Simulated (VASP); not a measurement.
Crystal: TaS2.

```
CELL_PARAMETERS angstrom
3.35000 0.00000 0.00000
-1.67500 2.90119 0.00000
0.00000 0.00000 5.86000
ATOMIC_POSITIONS crystal
Ta 0.00000 0.00000 0.00000
S 0.33333 0.66667 0.25000
S 0.66667 0.33333 0.75000
```

```yaml
Program: VASP 6.6.1
Task: relaxation of cell and atoms
Functional: rev-vdW-DF2
Potentials_or_basis: VASP PAW PBE potentials, release 64 (Ta_pv, S)
Cutoff: 600 eV
k_mesh: 15 × 15 × 6
Occupations: methfessel-paxton, width 0.1 eV
Spin: no spin polarisation
```

At the start: pressure 7.3 GPa; volume 18.98 Å³/atom.

Where does the relaxation end?

Over 16 steps the energy falls by 34.1 meV/atom and the volume is 19.11 Å³/atom (+0.7 %); space group P-3m1 (No. 164, to 0.05 Å).

Step by step:
```tsv
step	energy change (eV)	largest force (eV/Å)	pressure (GPa)	volume (Å³)
1	0.0000	1.3293	7.27	56.95
2	0.1853	1.5356	-11.99	64.34
3	-0.0889	0.1398	-1.11	59.48
4	-0.0891	0.1792	-0.87	59.38
5	-0.0890	0.1997	-0.73	59.33
6	-0.0978	0.1133	-0.28	58.77
7	-0.0991	0.0653	-0.04	58.46
8	-0.0991	0.0631	-0.03	58.44
9	-0.0997	0.0380	-0.17	58.37
10	-0.1008	0.0364	-0.57	58.18
11	-0.1010	0.0724	-0.77	58.09
12	-0.1011	0.0686	-0.73	58.05
13	-0.1015	0.0579	-0.61	57.92
14	-0.1021	0.0354	-0.37	57.65
15	-0.1022	0.0087	0.19	57.13
16	-0.1024	0.0094	-0.02	57.34
```

Final structure:
```cif
data_structure
_symmetry_space_group_name_H-M 'P 1'
_symmetry_Int_Tables_number 1
_cell_length_a 3.3495
_cell_length_b 3.3495
_cell_length_c 5.9021
_cell_angle_alpha 90.000
_cell_angle_beta 90.000
_cell_angle_gamma 120.000
_cell_volume 57.34
loop_
_atom_site_label
_atom_site_type_symbol
_atom_site_fract_x
_atom_site_fract_y
_atom_site_fract_z
_atom_site_occupancy
Ta1 Ta 0.00000 0.00000 0.00000 1
S1 S 0.33333 0.66667 0.26177 1
S2 S 0.66667 0.33333 0.73823 1
```

Caveat: the PAW data sets were made with another functional, which shifts forces and pressure a little.
